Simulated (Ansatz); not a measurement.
# NiO (P-6m2) in Ansatz: settings compared

The runs below take NiO through band structure, with HSE06, HSE03, HSEsol.

All numbers are computed with Ansatz 0.2.0; they aren't measurements. Logs are shortened: lines on timing, memory, paths and dates and some standing lists are left out, and cuts for length are marked.

## 1. The crystal as given

It takes space group P-6m2 (No. 187, hexagonal). The conventional cell has a = 2.783 Å, b = 2.783 Å, c = 2.716 Å, α = 90.00°, β = 90.00°, γ = 120.00°. Ni (site symmetry -6m2) is surrounded by 6 O at 2.10 Å. O (site symmetry -6m2) has 6 Ni at 2.10 Å as nearest neighbours.

Measurements of this composition are mostly on another form, of space group No. 225.

## 2. Band structure, HSE06, collinear spin, ferromagnetic start

input

```
crystal:
  lattice:
    - [2.78306079, 0.0, 0.0]
    - [-1.39153039, 2.41020134, 0.0]
    - [0.0, 0.0, 2.71612944]
  atoms:
    - { symbol: Ni, position: [0.0, 0.0, 0.0], spin: 1.0 }
    - { symbol: O, position: [0.6666666667, 0.3333333333, 0.5] }
hamiltonian:
  xc: hse06
  pseudopotentials: { kind: paw }
magnetization:
  spin_polarized: true
kpoints:
  mp_grid: { grid: [6, 6, 5] }
  band_path:
    path:
      - [[0.0, 0.0, 0.0], [0.5, 0.0, 0.0], [0.3333333333, 0.3333333333, 0.0], [0.0, 0.0, 0.0], [0.0, 0.0, 0.5], [0.5, 0.0, 0.5], [0.3333333333, 0.3333333333, 0.5], [0.0, 0.0, 0.5]]
      - [[0.5, 0.0, 0.5], [0.5, 0.0, 0.0]]
      - [[0.3333333333, 0.3333333333, 0.0], [0.3333333333, 0.3333333333, 0.5]]
    npoints: 4
scf:
  occupations: { method: fermi_dirac, width: 0.05 }
  n_extra_bands: 6
output:
  forces: true
  stress: true
  eigenvalues: true
  fatbands: false
```

Potentials or basis: Ansatz PAW.

Log:

```text
Warning: output.stress: scf.convergence.dr2_threshold = 1e-7 eV (the SCF's general default) is looser than the 2e-10 eV advised for a printed stress (1e-10 eV for each atom of the cell: 2). What an SCF threshold leaves in a stress goes as its square root, and in the free energy as the threshold itself, and one threshold admits the most on a small cell: of the crystals measured, under no hybrid functional and no lock of the moments, on runs that ended without the residual-converged pass, on stresses that held no estimate of that error, the worst erred by over 100 MPa in a component at 1e-7 eV an atom and by under 5 at 1e-10. Set scf.convergence.dr2_threshold to 2e-10 eV or tighter. The threshold is an SCF's pass mark: one that does not reach it within its budget of iterations ends unconverged, or closes short of it on a stop that the run arms, and scf.convergence.dr2_threshold's page says what that costs each kind of run
Warning: output.stress: scf.exx.energy_threshold = 1e-6 eV is looser than the 2e-8 eV advised for a stress under a hybrid functional (1e-8 eV for each atom of the cell: 2). Every SCF of the exchange loop can meet its threshold on dr2 while the loop round them stops early: no threshold on dr2 bounds what that leaves in the stress. Set scf.exx.energy_threshold to 2e-8 eV or tighter. The threshold is the loop's pass mark: a loop that does not reach it within its budget of cycles ends unconverged, and scf.exx.energy_threshold's page has the law
scf.n_extra_bands = 6 over 12 filled bands (N_el = 24.0): the run solves 18 bands
GPUs: using 1 of 1 available (devices: 1).
Engine: ansatz 0.2.0, x86_64-unknown-linux-gnu
Pseudopotentials: kind: paw
Pseudopotential: Ni, paw, valence charge 18, recommended cutoff 420 eV (normal), Ni.paw.azcp
Pseudopotential: O, paw, valence charge 6, recommended cutoff 420 eV (normal), O.paw.azcp
Functional definition: HSE06
  parameter a = 0.25
  parameter omega = 0.11/bohr
  exchange = pbe_x - a*pbe_x_sr(omega) + a*exact_x_sr(omega)
  correlation = pbe_c
device memory: the entry about to start is reckoned to put 0.7 GiB on a device that reports 64.1 GiB free (of which the cap on the GPU budget leaves the run 18.0 GiB)
GPU FFT provider: cuFFT
GPU libraries: cuBLAS 13.8.2, cuFFT 12.4.0, cuSOLVER 12.3.4
Crystal: 2 atoms, lattice volume = 18.219 Å³
Basis set: ecut = 420 eV, 381 PW (Γ), exchange–correlation on 40×40×40 points (8 copies of the dense FFT grid, shifted against one another)
Bands: 18, of which v1, the nominal top of the filled ones, is band 12 counted from 1 (11 counted from 0)
Symmetry: 12 space group operations
Space group: P-6m2 (ITA 187), of the structure as read, at distance tolerance 2.6e-5 Å
Magnetic group: BNS 187.209 (UNI 1439), of the structure as read, at distance tolerance 2.6e-5 Å
k-points: 21 of 180 (time reversal used)
Non-local potential: Ni, projectors of the file, l = 0: 3, l = 1: 2, l = 2: 3, l = 3: 1
Non-local potential: O, projectors of the file, l = 0: 2, l = 1: 2, l = 2: 1
PAW form: soft (Blöchl's): semilocal exchange-correlation on the pseudo side does not see the compensation charge
PAW frozen core: Ni, regenerated for the run's functional, and the local potential with it (the file was generated under x = pbe(κ = 0.804, μ = 0.2195149727645171), c = pbe(β = 0.06672455060314922))
PAW frozen core: O, regenerated for the run's functional, and the local potential with it (the file was generated under x = pbe(κ = 0.804, μ = 0.2195149727645171), c = pbe(β = 0.06672455060314922))
PAW one-centre angular grid: Ni, 590 points (default); XC on 96 Gauss nodes
PAW one-centre angular grid: O, 110 points (default); XC on 96 Gauss nodes
Initial density: superposition of atomic densities (chi_scale 0.1, normalization cell, long waves kept (reshape's long-wave potential 0.00 eV rms))
Starting moments: Σ|m| = 1 μB on 1 of 2 sites
Initial wavefunctions: pseudopotential atomic-orbital guess
GPU buffer pool allocated for 8000 grid points (all kernels)
GPU transforms: local potential and band sums: pruned to the plane-wave sphere, on 18×20×18
Functional: x = pbe(κ = 0.804, μ = 0.2195149727645171), c = pbe(β = 0.06672455060314922), warm-up for x = pbe(κ = 0.804, μ = 0.2195149727645171) + 0.25 (exact − pbe) at short range (hse, ω = 0.20786987370883472 Å⁻¹), c = pbe(β = 0.06672455060314922); HSE06 as pw.x's `hse` composes it (authors' and Libxc's form: `xc: wpbeh`)
SCF iter   1: F=—  HF=-6409.500827 eV  |F-HF|=—  |Δ(HF+E_count)|=         —  Δρ=3.24e-1 (↑1.65e-1 ↓3.24e-1)  dr2=3.38e1  dr2_m=1.32e0  M=0.242 μB ∫|m|=0.246 μB  β_m=0.30  ethr=1.00e-1  ⟨swp⟩=5.6  Hψ=2284  notcnv=0
preconditioner: auto → none  [metal: Δε(μ)=0.085 eV  Ē_g=17.271 eV  σ=0.050 eV  W_gap=0.40  n_scr=8 (ndim 8)  ℏωp=34.8 eV  f_vac=0.000  D(μ)=1.47/eV (n_scr^D=20)  sad-step TF]
iter 2 solved again at ethr=3.38e-3 eV; its pass at ethr=1.00e-1 eV (dr2=8.12e-1 eV) is discarded
SCF iter   2: F=—  HF=-6405.578189 eV  |F-HF|=—  |Δ(HF+E_count)|=    3.92e0  Δρ=6.08e-2 (↑6.08e-2 ↓5.82e-2)  dr2=8.74e-1  dr2_m=1.49e-2  M=0.778 μB ∫|m|=0.781 μB  β_m=1.00  ethr=3.38e-3  ⟨swp⟩=3.0  Hψ=3246  notcnv=0
[... 192 lines left out ...]
SCF iter   9: F=—  HF=-6404.225077 eV  |F-HF|=—  |Δ(HF+E_count)|=   6.26e-8  Δρ=1.19e-6 (↑5.69e-7 ↓1.19e-6)  dr2=6.28e-8  dr2_m=1.00e-10  M=2.000 μB ∫|m|=2.074 μB  β_m=0.74  ethr=2.18e-11  ⟨swp⟩=4.0  Hψ=2037  notcnv=0
Mixer restart at iter 9: flushing history
SCF iter  10: F=—  HF=-6404.225077 eV  |F-HF|=—  |Δ(HF+E_count)|=   2.52e-7  Δρ=1.93e-5 (↑1.07e-5 ↓1.93e-5)  dr2=2.73e-8  dr2_m=3.54e-8  M=2.000 μB ∫|m|=2.074 μB  β_m=0.74  ethr=1.26e-12 (applied; sched 1.00e-12)  ⟨swp⟩=5.0  Hψ=2316  notcnv=0
SCF iter  11: F=—  HF=-6404.225077 eV  |F-HF|=—  |Δ(HF+E_count)|=   3.88e-8  Δρ=1.30e-5 (↑1.30e-5 ↓5.76e-6)  dr2=2.89e-8  dr2_m=7.31e-9  M=2.000 μB ∫|m|=2.074 μB  β_m=0.73  ethr=1.39e-12 (applied; sched 1.00e-12)  ⟨swp⟩=5.0  Hψ=2406  notcnv=0
SCF iter  12: F=—  HF=-6404.225077 eV  |F-HF|=—  |Δ(HF+E_count)|=   1.17e-8  Δρ=1.62e-5 (↑4.91e-6 ↓1.62e-5)  dr2=5.23e-8  dr2_m=8.98e-9  M=2.000 μB ∫|m|=2.074 μB  β_m=0.62  ethr=1.39e-12 (applied; sched 1.00e-12)  ⟨swp⟩=4.9  Hψ=2392  notcnv=0
SCF iter  13: F=-6404.225077 eV  HF=-6404.225077 eV  |F-HF|=1.75e-10  |Δ(HF+E_count)|=   1.01e-8  Δρ=1.15e-6 (↑4.23e-7 ↓1.15e-6)  dr2=1.95e-10  dr2_m=4.47e-11  M=2.000 μB ∫|m|=2.074 μB  ethr=1.32e-12 (applied; sched 1.00e-12)  ⟨swp⟩=4.9  Hψ=2347  notcnv=0
SCF 6 converged in 13 iterations: F = -6404.225077 eV  dr2 = 1.95e-10
  Residual-converged pass: ⟨swp⟩=1.0  Hψ=757  notcnv=0  max |occ|·‖R‖ = 2.2e-6 eV (tolerance 2.4e-6 eV)  dr2=1.95e-10  dr2_m=4.47e-11  dr2_onsite=5.88e-11  max |Δocc| = 2.3e-21
hybrid outer 5: dexx = +4.095e-5 eV, tail = 6.88e-6 eV, magnetization grown 1.0073 times (not accepted), Δε = 3.40e-2 eV (about 8.06e-3 eV left of the loop's levels)
GPU FFT provider: cuFFT
GPU libraries: cuBLAS 13.8.2, cuFFT 12.4.0, cuSOLVER 12.3.4
GPU buffer pool allocated for 8000 grid points (all kernels)
GPU transforms: local potential and band sums: pruned to the plane-wave sphere, on 18×20×18
Exchange kernel: α = 0.2500, screened, ω = 0.2079 Å⁻¹, Wigner–Seitz truncation, v(0) = 1026.9807 eV·Å³, q-mesh 6×6×5, nearest image of the exchange supercell L = 13.58 Å, pair-density grid 15×15×15, without the augmentation charges, whose exchange is taken in its separable form by FFT convolution over the k-point mesh (sized by the pseudopotential files, 18×18×20 at the most), smooth part of the exact exchange by density-matrix convolution in up to 1.19 GiB of GPU memory as planned if the GPU has room (build and FFT work areas not counted)
Frozen-core exchange: fock
SCF iter   1: F=—  HF=-6404.225077 eV  |F-HF|=—  |Δ(HF+E_count)|=         —  Δρ=3.42e-6 (↑3.42e-6 ↓1.72e-6)  dr2=1.01e-9  dr2_m=8.63e-10  M=2.000 μB ∫|m|=2.074 μB  β_m=0.30  ethr=2.77e-9  ⟨swp⟩=2.6  Hψ=1716  notcnv=0
preconditioner: auto → none  [insulator: Δε(μ)=1.721 eV  Ē_g=19.358 eV  σ=0.050 eV  W_gap=1.00  n_scr=8 (ndim 8)  ℏωp=34.8 eV  f_vac=0.000  D(μ)=0.00/eV (n_scr^D=0)]
SCF iter   2: F=-6404.225077 eV  HF=-6404.225077 eV  |F-HF|=5.48e-10  |Δ(HF+E_count)|=   2.69e-9  Δρ=2.23e-6 (↑2.23e-6 ↓1.61e-6)  dr2=1.73e-10  dr2_m=5.10e-10  M=2.000 μB ∫|m|=2.074 μB  ethr=3.73e-12  ⟨swp⟩=4.2  Hψ=1970  notcnv=0
SCF 7 converged in 2 iterations: F = -6404.225077 eV  dr2 = 1.73e-10
  Residual-converged pass: ⟨swp⟩=2.0  Hψ=973  notcnv=0  max |occ|·‖R‖ = 2.3e-6 eV (tolerance 2.4e-6 eV)  dr2=1.74e-10  dr2_m=5.11e-10  dr2_onsite=8.08e-11  max |Δocc| = 9.2e-18
hybrid outer 6: dexx = +1.283e-9 eV, tail = 1.65e-9 eV, Δε = 1.95e-4 eV (about 3.44e-5 eV left of the loop's levels), ΔF = 9.25e-17 eV/Å (tail 4.32e-17)
device memory: the entry about to start is reckoned to put 0.3 GiB on a device that reports 63.2 GiB free (of which the cap on the GPU budget leaves the run 18.0 GiB)
NSCF: frozen V_eff on 39 k-points, pencils in batches of 32, up to order 80
this state was not tested for a lower state beside it, because the functional holds exact exchange (a hybrid, or Hartree-Fock), whose exchange loop this test does not read (fock_operator); the stability check (scf.self_checks: high) cannot read this state: a pseudopotential is PAW: the check reads norm-conserving sets alone
hybrid SCF converged: 6 outer / 44 inner (+100 warm-up), last move |dexx| = 1.28e-9 eV, tail = 1.65e-9 eV
Magnetization: 2.0000 μB (13.0000 up, 11.0000 down)
Absolute magnetization: 2.0705 μB (∫|ρ↑−ρ↓|, with the PAW one-centre terms)
Spin contamination: 0.0053 ħ² per cell (⟨S²⟩ above its minimum at these occupations)
Per-site moments (μB) at R_I (Å): [(1.7005202695276254, 0.8678346032736205), (0.2819567058043521, 0.8678346032736205)]
Free energy (F): -6404.225077 eV
Frozen-core exchange: fock
Harris-Foulkes:  -6404.225077 eV  (|F-HF|=5.48e-10)
Internal energy: -6404.225077 eV  (E = F + TS)
E sigma→0 (E₀):  -6404.225077 eV
Fermi energy:    14.471097 eV
--- Per-component energies (eV) ---
  E_band       = -409.502587
  E_kinetic    = 451.093004
  E_local      = -4020.397651  (includes V_loc(G=0)·N_el)
  E_nonlocal   = 692.705394
  E_hartree    = 1656.019136
  E_xc         = -125.410700
  E_vxc        = -159.411000  (∫ρ·V_xc dr)
  E_exx        = -116.806658  (= α·E_x^exact, valence–valence)
  E_paw        = -1705.431835  (= ΣΔE_a)
  E_vpaw       = -451.920168  (= ΣTr[D̂ρ^β])
  E_aug_tail   = 0.002707  (compensation charges beyond the density's cutoff)
  E_ewald      = -3235.755545
  E_core_change = -0.242929  (= ΣΔE_core)
  E_smearing   = -0.000000  (= −TS)
  E_closure    = -0.000000  (closes the sum)
  Σ components = -6404.225077   (vs F -6404.225077, Δ=0.00e0)
--- Forces (eV/Å), atoms counted from 1 ---
  atom   1  Ni     0.00000000    -0.00000000     0.00000000
  atom   2  O      0.00000000     0.00000000    -0.00000000
  max |Σ_I F_I| component: 5.55e-17 eV/Å
--- Stress (GPa, compression-positive) ---
        6.939106       0.000000       0.000000
        0.000000       6.939106       0.000000
        0.000000       0.000000      -2.128618
  P = ⅓ Tr σ = 3.9165 GPa (39.165 kbar)
--- Band table (eV; the first three rows and the last of 42) ---
  k-point 0 ↑: bands = ["-97.7524", "-57.7351", "-56.0361", "-56.0361", "-8.4966", "7.3914", "7.8802", "7.8802", "7.9335", "7.9335", "9.9716", "12.3746", "12.3746", "15.9300", "30.0105", "32.1029", "32.1029", "34.6769"]
  k-point 1 ↑: bands = ["-97.7512", "-57.7498", "-56.0346", "-56.0346", "-8.1373", "6.5054", "7.4219", "7.4219", "8.4201", "8.4201", "9.1820", "12.2959", "12.2959", "17.8279", "28.2230", "33.0749", "33.0749", "35.7183"]
  k-point 2 ↑: bands = ["-97.7491", "-57.7736", "-56.0323", "-56.0323", "-7.4655", "4.4486", "7.0335", "7.0335", "8.9556", "8.9556", "9.4411", "12.0547", "12.0547", "20.8758", "24.4083", "35.8229", "35.8229", "37.9600"]
  k-point 20 ↓: bands = ["-94.9118", "-53.7201", "-53.5447", "-53.5437", "-5.6405", "6.9406", "7.4347", "8.3468", "10.5219", "10.5968", "12.9486", "16.3195", "17.7390", "21.6030", "23.9561", "29.0128", "30.9382", "31.0753"]
```

It took 66 s on 1 × NVIDIA H100 80GB HBM3 with 2 threads of AMD EPYC 7R13 (Zen 3), shared host; peak memory 1.6 GiB.

Results:

```
Free energy             : -6404.2251 eV
Pressure                : 3.9 GPa
Band gap on the k mesh  : 1.72 eV, indirect (least direct gap 2.32 eV)
Band gap along the path : 1.72 eV, indirect (least direct gap 2.32 eV)
Net moment              : 2.00 μB per cell
Absolute moment         : 2.07 μB per cell
Site moments            : Ni +1.70; O +0.28 μB
```

Levels at the corners of the path, in eV from the valence-band top:
Spin up:
| point | band 9 | band 10 | band 11 | band 12 | band 13 | band 14 | band 15 | band 16 | band 17 | band 18 |
| --- | --- | --- | --- | --- | --- | --- | --- | --- | --- | --- |
| Γ | -5.68 | -5.68 | -3.64 | -1.24 | -1.24 | 2.32 | 16.40 | 18.49 | 18.49 | 21.07 |
| M | -5.70 | -4.37 | -3.45 | -3.02 | -1.29 | 7.29 | 11.01 | 16.75 | 19.29 | 19.85 |
| K | -6.04 | -4.06 | -4.01 | -3.81 | -1.03 | 10.37 | 11.92 | 12.18 | 20.91 | 23.05 |
| Γ | -5.68 | -5.68 | -3.64 | -1.24 | -1.24 | 2.32 | 16.40 | 18.49 | 18.49 | 21.07 |
| A | -4.56 | -4.56 | -4.08 | -1.62 | -1.62 | 8.90 | 9.00 | 23.81 | 23.81 | 23.95 |
| L | -4.32 | -4.18 | -3.58 | -3.47 | -1.16 | 6.39 | 12.71 | 13.94 | 16.38 | 17.08 |
| H | -5.38 | -4.42 | -4.29 | -2.06 | -1.65 | 7.18 | 9.50 | 14.51 | 16.68 | 17.51 |
| A | -4.56 | -4.56 | -4.08 | -1.62 | -1.62 | 8.90 | 9.00 | 23.81 | 23.81 | 23.95 |
| L | -4.32 | -4.18 | -3.58 | -3.47 | -1.16 | 6.39 | 12.71 | 13.94 | 16.38 | 17.08 |
| M | -5.70 | -4.37 | -3.45 | -3.02 | -1.29 | 7.29 | 11.01 | 16.75 | 19.29 | 19.85 |
| K | -6.04 | -4.06 | -4.01 | -3.81 | -1.03 | 10.37 | 11.92 | 12.18 | 20.91 | 23.05 |
| H | -5.38 | -4.42 | -4.29 | -2.06 | -1.65 | 7.18 | 9.50 | 14.51 | 16.68 | 17.51 |
Spin down:
```tsv
point	band 8	band 9	band 10	band 11	band 12	band 13	band 14	band 15
Γ	-4.58	-2.84	0.00	0.00	2.42	2.42	2.74	16.53
M	-3.55	-3.35	-2.08	-1.64	2.20	3.92	7.56	11.72
K	-3.52	-3.02	-2.62	-2.27	1.72	4.43	10.83	12.47
Γ	-4.58	-2.84	0.00	0.00	2.42	2.42	2.74	16.53
A	-3.10	-3.01	-2.53	-2.53	3.06	3.06	9.33	9.54
L	-4.05	-3.27	-2.28	-1.97	2.81	4.38	6.84	13.33
H	-4.94	-3.18	-3.04	-0.58	2.58	4.63	7.39	10.00
A	-3.10	-3.01	-2.53	-2.53	3.06	3.06	9.33	9.54
L	-4.05	-3.27	-2.28	-1.97	2.81	4.38	6.84	13.33
M	-3.55	-3.35	-2.08	-1.64	2.20	3.92	7.56	11.72
K	-3.52	-3.02	-2.62	-2.27	1.72	4.43	10.83	12.47
H	-4.94	-3.18	-3.04	-0.58	2.58	4.63	7.39	10.00
```

Caveat: the k mesh is coarse (spacing up to 0.46 Å⁻¹), so the values aren't converged, least of all with exact exchange; the magnetic or orbital state may not be the lowest; the pressure holds a Pulay correction of +0.9 GPa for the finite cutoff; a cell with one magnetic atom can't hold antiferromagnetic order, which such compounds often take; the PAW data sets come from PBE, with cores solved anew for the run's functional, which leaves a small shift of forces and pressure; the thresholds are loose for stress.

(Continued in part 2 of 2.)
